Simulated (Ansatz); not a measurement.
## Rh: band structure with PBEsol

The system is Rh.

```
Rh
1.0
     0.00000    1.89785    1.89785
     1.89785    0.00000    1.89785
     1.89785    1.89785    0.00000
Rh
1
Direct
  0.00000 0.00000 0.00000
```

```
Program             : Ansatz 0.2.0
Task                : band structure
Functional          : PBEsol
Potentials or basis : all-electron LAPW, scalar-relativistic
Cutoff              : 278 eV (chosen from the basis error)
Basis error allowed : 0.001 eV/atom
k mesh              : 12 × 12 × 12
Occupations         : fermi-dirac, width 0.05 eV
Spin                : no spin polarisation
```

```yaml
Pressure: -3.7 GPa
Band_gap_along_the_path: none (metal or under the smearing width)
```

Levels at the corners of the path, in eV from the Fermi level:
```csv
point,band 11,band 12,band 13,band 14,band 15,band 16
Γ,-3.15,-3.15,-3.15,-1.02,-1.02,15.70
X,-6.05,0.54,0.98,0.98,3.17,12.27
W,-3.88,-3.88,-1.24,0.98,9.58,9.58
K,-4.86,-2.13,-0.72,0.36,7.84,8.54
Γ,-3.15,-3.15,-3.15,-1.02,-1.02,15.70
L,-3.22,-3.22,0.56,0.56,0.63,8.63
U,-4.86,-2.13,-0.72,0.36,7.84,8.54
W,-3.88,-3.88,-1.24,0.98,9.58,9.58
```

Wall time 8.4 s on 1 thread of Arm Neoverse V1 (shared host), peak memory 0.25 GiB.
